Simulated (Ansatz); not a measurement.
# Ni (Im-3m) in Ansatz: a series of runs

Runs on Ni. Level: PBEsol. Tasks: single point, equation of state.

Everything below comes from runs of Ansatz 0.2.0. Logs are shortened: lines on timing, memory, paths and dates and some standing lists are left out, and cuts for length are marked.

### 1 The crystal as given

The structure is cubic, space group Im-3m (No. 229). Conventional cell: a = 2.767 Å, b = 2.767 Å, c = 2.767 Å, α = 90.00°, β = 90.00°, γ = 90.00°. Ni (site symmetry m-3m) is surrounded by 8 Ni at 2.40 Å.

This isn't the form of Ni at room conditions, which is fcc.

### 2 Single point, PBEsol, collinear spin, ferromagnetic start, 9.96 Å³/atom (volume scaled by 0.94)

File input.yaml:

```yaml
crystal:
  lattice:
    - [-1.3554684528, 1.3554684528, 1.3554684528]
    - [1.3554684528, -1.3554684528, 1.3554684528]
    - [1.3554684528, 1.3554684528, -1.3554684528]
  atoms:
    - { symbol: Ni, position: [0.0, 0.0, 0.0], spin: 1.0 }
kpoints:
  mp_grid: { grid: [13, 13, 13] }
scf:
  occupations: { method: fermi_dirac, width: 0.05 }
hamiltonian:
  xc: pbesol
  pseudopotentials: { kind: all_electron, lapw: { basis_error: 0.001 } }
magnetization:
  spin_polarized: true
output:
  forces: true
  stress: true
  eigenvalues: true
```

Potentials or basis: all-electron LAPW, scalar-relativistic.

Launch:

```console
> ansatz run input.yaml --threads 2 --pin off --max-ram 6144MiB --backend cpu --events-out ev --progress --plain --runs-dir out
```

The program printed:

```text
Warning: RAYON_NUM_THREADS=2 ignored (pool sized by the plan → 2); use --threads N
LAPW: plane waves up to 9.662 Å⁻¹, error target 1.0e-3 eV per atom; small_component_spin mean_spin; Ni in spheres of 1.174 Å, 18 of its electrons in bands, Dirac shells [] (how accurate: hamiltonian.pseudopotentials.lapw.basis_error, Limitations)
Engine: ansatz 0.2.0, aarch64-unknown-linux-gnu
Pseudopotentials: kind: all_electron
Pseudopotential: Ni, LAPW, valence charge 18, lapw/all_electron/scalar/gaussian/Ni, Koelling and Harmon's equation, gaussian nucleus
Functional definition: PBEsol
  exchange = pbesol_x
  correlation = pbesol_c
Crystal: 1 atoms, lattice volume = 9.962 Å³
Basis set: ecut = 355.65164264348266 eV, 141 PW (Γ), exchange–correlation at level 2
Bands: 14, of which v1, the nominal top of the filled ones, is band 9 counted from 1 (8 counted from 0)
Symmetry: 48 space group operations
Space group: Im-3m (ITA 229), of the structure as read, at distance tolerance 2.2e-5 Å
Magnetic group: BNS 229.140 (UNI 1642), of the structure as read, at distance tolerance 2.2e-5 Å
k-points: 84 of 2197
Non-local potential: Ni, projectors of the file, none
Initial density: superposition of atomic densities (chi_scale 0.1, normalization cell)
Starting moments: Σ|m| = 1 μB on 1 of 1 site
Initial wavefunctions: plane waves of lowest kinetic energy (no species holds an atomic orbital)
Functional: x = pbesol(κ = 0.804, μ = 0.12345679012345678), c = pbesol(β = 0.046)
iter 1 solved again at ethr=9.64e-7 eV; its pass at ethr=1.00e-1 eV (dr2=1.73e-4 eV) is discarded
SCF iter   1: F=—  HF=-41347.994811 eV  |F-HF|=—  |Δ(HF+E_count)|=         —  Δρ=2.14e-2 (↑2.12e-2 ↓2.14e-2)  dr2=1.60e-4  dr2_m=4.13e-2  M=0.610 μB ∫|m|=0.634 μB  β_m=0.30  ethr=9.64e-7  ⟨swp⟩=4.5  Hψ=20510  notcnv=0
Mixer restart at iter 1: flushing history
preconditioner: auto → none  [metal: Δε(μ)=0.008 eV  Ē_g=18.029 eV  σ=0.050 eV  W_gap=0.04  n_scr=0 (ndim 8)  ℏωp=37.2 eV  f_vac=0.000  D(μ)=1.83/eV (n_scr^D=42)]
SCF iter   2: F=—  HF=-41347.999170 eV  |F-HF|=—  |Δ(HF+E_count)|=   4.36e-3  Δρ=1.58e-2 (↑1.58e-2 ↓1.58e-2)  dr2=6.24e-5  dr2_m=2.27e-2  M=0.594 μB ∫|m|=0.623 μB  β_m=0.65  ethr=8.89e-7  ⟨swp⟩=2.6  Hψ=6505  notcnv=0
SCF iter   3: F=—  HF=-41348.004066 eV  |F-HF|=—  |Δ(HF+E_count)|=   4.90e-3  Δρ=9.74e-4 (↑9.74e-4 ↓7.12e-4)  dr2=1.41e-5  dr2_m=6.04e-5  M=0.532 μB ∫|m|=0.578 μB  β_m=0.77  ethr=3.46e-7  ⟨swp⟩=3.0  Hψ=7570  notcnv=0
SCF iter   4: F=—  HF=-41348.004273 eV  |F-HF|=—  |Δ(HF+E_count)|=         —  Δρ=3.84e-4 (↑1.90e-4 ↓3.84e-4)  dr2=1.44e-5  dr2_m=9.70e-7  M=0.526 μB ∫|m|=0.572 μB  β_m=0.60  ethr=7.82e-8  ⟨swp⟩=3.0  Hψ=6978  notcnv=0
the basis was enlarged: its passes take 630.7 KiB over the memory plan, 2 of 2 planned eigensolver slots
iter 5 solved again at ethr=3.88e-9 eV; its pass at ethr=7.82e-8 eV (dr2=6.99e-7 eV) is discarded
SCF iter   5: F=—  HF=-41348.004141 eV  |F-HF|=—  |Δ(HF+E_count)|=   1.32e-4  Δρ=1.56e-4 (↑1.56e-4 ↓7.62e-5)  dr2=6.99e-7  dr2_m=1.05e-6  M=0.524 μB ∫|m|=0.570 μB  β_m=0.77  ethr=3.88e-9  ⟨swp⟩=2.0  Hψ=10844  notcnv=0
SCF iter   6: F=—  HF=-41348.004144 eV  |F-HF|=—  |Δ(HF+E_count)|=   3.36e-6  Δρ=5.32e-5 (↑3.86e-5 ↓5.32e-5)  dr2=4.23e-8  dr2_m=1.72e-7  M=0.521 μB ∫|m|=0.566 μB  β_m=0.79  ethr=3.88e-9  ⟨swp⟩=3.0  Hψ=6667  notcnv=0
SCF iter   7: F=—  HF=-41348.004145 eV  |F-HF|=—  |Δ(HF+E_count)|=   1.23e-6  Δρ=1.70e-5 (↑1.08e-5 ↓1.70e-5)  dr2=2.10e-9  dr2_m=1.76e-8  M=0.520 μB ∫|m|=0.565 μB  β_m=0.90  ethr=2.35e-10  ⟨swp⟩=3.0  Hψ=6765  notcnv=0
SCF iter   8: F=—  HF=-41348.004145 eV  |F-HF|=—  |Δ(HF+E_count)|=   2.90e-7  Δρ=5.36e-6 (↑5.36e-6 ↓4.75e-6)  dr2=6.68e-11  dr2_m=2.29e-9  M=0.520 μB ∫|m|=0.564 μB  β_m=0.95  ethr=1.16e-11  ⟨swp⟩=3.0  Hψ=7020  notcnv=0
SCF iter   9: F=-41348.004145 eV  HF=-41348.004145 eV  |F-HF|=1.38e-10  |Δ(HF+E_count)|=   1.15e-8  Δρ=6.84e-7 (↑6.58e-7 ↓6.84e-7)  dr2=1.37e-13  dr2_m=4.11e-11  M=0.520 μB ∫|m|=0.564 μB  ethr=1.00e-12  ⟨swp⟩=3.0  Hψ=6886  notcnv=0
SCF 1 converged in 9 iterations: F = -41348.004145 eV  dr2 = 1.37e-13
SCF converged after 9 iterations
Magnetization: 0.5196 μB (9.2598 up, 8.7402 down)
Absolute magnetization: 0.5642 μB (∫|ρ↑−ρ↓|)
Spin contamination: 0.0035 ħ² per cell (⟨S²⟩ above its minimum at these occupations)
Per-site moments (μB) at R_I (Å): [(0.5367161366473354, 1.1738700966611593)]
Free energy (F): -41348.004145 eV
Harris-Foulkes:  -41348.004145 eV  (|F-HF|=1.38e-10)
Internal energy: -41347.988948 eV  (E = F + TS)
E sigma→0 (E₀):  -41347.996547 eV
Entropy (-TS):   -0.015197 eV (-15.197 meV/atom)
Fermi energy:    20.045426 eV
--- Per-component energies (eV) ---
  E_band       = -248.477123
  E_kinetic    = 42007.859358
  E_xc         = -1696.101760
  E_electrostatic = -81659.746547  (all electrons and nuclei)
  E_smearing   = -0.015197  (= −TS)
  E_closure    = 0.000000  (closes the sum)
  E_atoms      = -41340.345444  (free atoms, spherical and without spin; not in F)
  Σ components = -41348.004145   (vs F -41348.004145, Δ=0.00e0)
  Basis errors (estimates in eV, not in F): energy 2.6e-4 per atom: plane waves 2.4e-4 (1.3e-4 summed), levels above the bands 3.2e-192, relativity 2.9e-8, radial functions 1.6e-5, core shells 1.5e-9; eigenvalues (radial functions only) 3.5e-5; not estimated: angular momenta, meshes, grids; target (lapw.basis_error) 1.0e-3; muffin-tin radii Ni 1.174 Å
--- Forces (eV/Å), atoms counted from 1 ---
  atom   1  Ni     0.00000000    -0.00000000     0.00000000
  max |Σ_I F_I| component: 5.42e-31 eV/Å
--- Stress (GPa, compression-positive) ---
       12.435699      -0.000000       0.000000
       -0.000000      12.435699       0.000000
        0.000000       0.000000      12.435699
  P = ⅓ Tr σ = 12.4357 GPa (124.357 kbar)
--- Band table (eV; the first three rows and the last of 168) ---
  k-point 0 ↑: bands = ["-83.1445", "-43.4972", "-43.4972", "-43.4972", "10.4281", "17.5525", "17.5525", "17.5525", "19.1536", "19.1536", "47.1382", "47.1382", "47.1382", "52.5604"]
  k-point 1 ↑: bands = ["-83.1413", "-43.5154", "-43.5034", "-43.4971", "10.6895", "17.4876", "17.5462", "17.6796", "19.0883", "19.1587", "45.3223", "46.6948", "46.8618", "51.4496"]
  k-point 2 ↑: bands = ["-83.1325", "-43.5657", "-43.5205", "-43.4970", "11.4477", "17.3103", "17.5050", "18.0426", "18.9588", "19.1760", "41.6532", "45.2130", "46.2831", "48.5856"]
  k-point 83 ↓: bands = ["-82.3807", "-43.0798", "-43.0768", "-43.0768", "15.6801", "15.6915", "20.4744", "20.4744", "20.5475", "29.3872", "30.5617", "30.5617", "36.7005", "37.3449"]
```

Wall time 9.7 s (2 threads of Arm Neoverse V1, shared host); peak memory 0.34 GiB.

Results:

| Property | Result |
| --- | --- |
| Free energy | -41348.0041 eV |
| Pressure | 12.4 GPa |
| Band gap on the k mesh | none (metal or under the smearing width) |
| Net moment | 0.52 μB per cell |
| Absolute moment | 0.56 μB per cell |
| Site moments | Ni +0.54 μB |

### 3 Single point, PBEsol, collinear spin, ferromagnetic start, 10.17 Å³/atom (volume scaled by 0.96)

Edit input.yaml of step 2 so:

```diff
@@ -2,5 +2,5 @@
   lattice:
-    - [-1.3554684528, 1.3554684528, 1.3554684528]
-    - [1.3554684528, -1.3554684528, 1.3554684528]
-    - [1.3554684528, 1.3554684528, -1.3554684528]
+    - [-1.3650143198, 1.3650143198, 1.3650143198]
+    - [1.3650143198, -1.3650143198, 1.3650143198]
+    - [1.3650143198, 1.3650143198, -1.3650143198]
   atoms:
```

Potentials or basis: all-electron LAPW, scalar-relativistic.

Launch:

```console
> ansatz run input.yaml --threads 2 --pin off --max-ram 6144MiB --backend cpu --events-out ev --progress --plain --runs-dir out
```

It took 9.3 s on 2 threads of Arm Neoverse V1, shared host; peak memory 0.35 GiB.

Results (log left out):

* Free energy: -41348.0169 eV
* Pressure: 7.0 GPa
* Band gap on the k mesh: none (metal or under the smearing width)
* Net moment: 0.56 μB per cell
* Absolute moment: 0.61 μB per cell
* Site moments: Ni +0.58 μB

### 4 Single point, PBEsol, collinear spin, ferromagnetic start, 10.39 Å³/atom (volume scaled by 0.98)

Edit input.yaml of step 3 so:

```diff
@@ -2,5 +2,5 @@
   lattice:
-    - [-1.3650143198, 1.3650143198, 1.3650143198]
-    - [1.3650143198, -1.3650143198, 1.3650143198]
-    - [1.3650143198, 1.3650143198, -1.3650143198]
+    - [-1.3744285092, 1.3744285092, 1.3744285092]
+    - [1.3744285092, -1.3744285092, 1.3744285092]
+    - [1.3744285092, 1.3744285092, -1.3744285092]
   atoms:
```

Launch:

```console
> ansatz run input.yaml --threads 2 --pin off --max-ram 6144MiB --backend cpu --events-out ev --progress --plain --runs-dir out
```

Wall time 9.5 s (2 threads of Arm Neoverse V1, shared host); peak memory 0.34 GiB.

The run converged. Its results:

| Property | Result |
| --- | --- |
| Free energy | -41348.0228 eV |
| Pressure | 2.0 GPa |
| Band gap on the k mesh | none (metal or under the smearing width) |
| Net moment | 0.58 μB per cell |
| Absolute moment | 0.63 μB per cell |
| Site moments | Ni +0.60 μB |

### 5 Single point, PBEsol, collinear spin, ferromagnetic start, 10.60 Å³/atom

Edit input.yaml of step 4 so:

```diff
@@ -2,5 +2,5 @@
   lattice:
-    - [-1.3744285092, 1.3744285092, 1.3744285092]
-    - [1.3744285092, -1.3744285092, 1.3744285092]
-    - [1.3744285092, 1.3744285092, -1.3744285092]
+    - [-1.38371547, 1.38371547, 1.38371547]
+    - [1.38371547, -1.38371547, 1.38371547]
+    - [1.38371547, 1.38371547, -1.38371547]
   atoms:
```

Launch:

```console
> ansatz run input.yaml --threads 2 --pin off --max-ram 6144MiB --backend cpu --events-out ev --progress --plain --runs-dir out
```

Wall time 8.6 s (2 threads of Arm Neoverse V1, shared host); peak memory 0.34 GiB.

The run converged. Its results:

- Free energy: -41348.0224 eV
- Pressure: -2.4 GPa
- Band gap on the k mesh: none (metal or under the smearing width)
- Net moment: 0.59 μB per cell
- Absolute moment: 0.65 μB per cell
- Site moments: Ni +0.61 μB

### 6 Single point, PBEsol, collinear spin, ferromagnetic start, 10.81 Å³/atom (volume scaled by 1.02)

Edit input.yaml of step 5 so:

```diff
@@ -2,5 +2,5 @@
   lattice:
-    - [-1.38371547, 1.38371547, 1.38371547]
-    - [1.38371547, -1.38371547, 1.38371547]
-    - [1.38371547, 1.38371547, -1.38371547]
+    - [-1.3928794157, 1.3928794157, 1.3928794157]
+    - [1.3928794157, -1.3928794157, 1.3928794157]
+    - [1.3928794157, 1.3928794157, -1.3928794157]
   atoms:
```

Potentials or basis: all-electron LAPW, scalar-relativistic.

Launch:

```console
> ansatz run input.yaml --threads 2 --pin off --max-ram 6144MiB --backend cpu --events-out ev --progress --plain --runs-dir out
```

Wall time 9.2 s (2 threads of Arm Neoverse V1, shared host); peak memory 0.35 GiB.

Results (log left out):

| Property | Result |
| --- | --- |
| Free energy | -41348.0165 eV |
| Pressure | -6.4 GPa |
| Band gap on the k mesh | none (metal or under the smearing width) |
| Net moment | 0.60 μB per cell |
| Absolute moment | 0.66 μB per cell |
| Site moments | Ni +0.62 μB |

### 7 Single point, PBEsol, collinear spin, ferromagnetic start, 11.02 Å³/atom (volume scaled by 1.04)

Edit input.yaml of step 6 so:

```diff
@@ -2,5 +2,5 @@
   lattice:
-    - [-1.3928794157, 1.3928794157, 1.3928794157]
-    - [1.3928794157, -1.3928794157, 1.3928794157]
-    - [1.3928794157, 1.3928794157, -1.3928794157]
+    - [-1.4019243406, 1.4019243406, 1.4019243406]
+    - [1.4019243406, -1.4019243406, 1.4019243406]
+    - [1.4019243406, 1.4019243406, -1.4019243406]
   atoms:
```

Launch:

```console
> ansatz run input.yaml --threads 2 --pin off --max-ram 6144MiB --backend cpu --events-out ev --progress --plain --runs-dir out
```

Wall time 9.1 s (2 threads of Arm Neoverse V1, shared host); peak memory 0.34 GiB.

Results (log left out):

```
Free energy            : -41348.0057 eV
Pressure               : -9.9 GPa
Band gap on the k mesh : none (metal or under the smearing width)
Net moment             : 0.61 μB per cell
Absolute moment        : 0.67 μB per cell
Site moments           : Ni +0.63 μB
```

### 8 Single point, PBEsol, collinear spin, ferromagnetic start, 11.23 Å³/atom (volume scaled by 1.06)

Edit input.yaml of step 7 so:

```diff
@@ -2,5 +2,5 @@
   lattice:
-    - [-1.4019243406, 1.4019243406, 1.4019243406]
-    - [1.4019243406, -1.4019243406, 1.4019243406]
-    - [1.4019243406, 1.4019243406, -1.4019243406]
+    - [-1.4108540358, 1.4108540358, 1.4108540358]
+    - [1.4108540358, -1.4108540358, 1.4108540358]
+    - [1.4108540358, 1.4108540358, -1.4108540358]
   atoms:
```

Launch:

```console
> ansatz run input.yaml --threads 2 --pin off --max-ram 6144MiB --backend cpu --events-out ev --progress --plain --runs-dir out
```

It took 8.8 s on 2 threads of Arm Neoverse V1, shared host; peak memory 0.34 GiB.

Results (log left out):

| Item | Value |
| --- | --- |
| Free energy | -41347.9905 eV |
| Pressure | -13.0 GPa |
| Band gap on the k mesh | none (metal or under the smearing width) |
| Net moment | 0.62 μB per cell |
| Absolute moment | 0.68 μB per cell |
| Site moments | Ni +0.64 μB |

### 9 Equation of state, PBEsol, collinear spin, ferromagnetic start

Potentials or basis: all-electron LAPW, scalar-relativistic.

No new run: the results of the series are fitted here.

What came out:

* Equilibrium volume: 10.48 Å³/atom
* Bulk modulus: 220 GPa
* Pressure derivative of the bulk modulus: 4.6

Energy against volume, from the lowest point:
| volume (Å³/atom) | energy (meV/atom) |
| --- | --- |
| 9.962 | 18.64 |
| 10.174 | 5.87 |
| 10.385 | 0.00 |
| 10.597 | 0.35 |
| 10.809 | 6.24 |
| 11.021 | 17.07 |
| 11.233 | 32.29 |
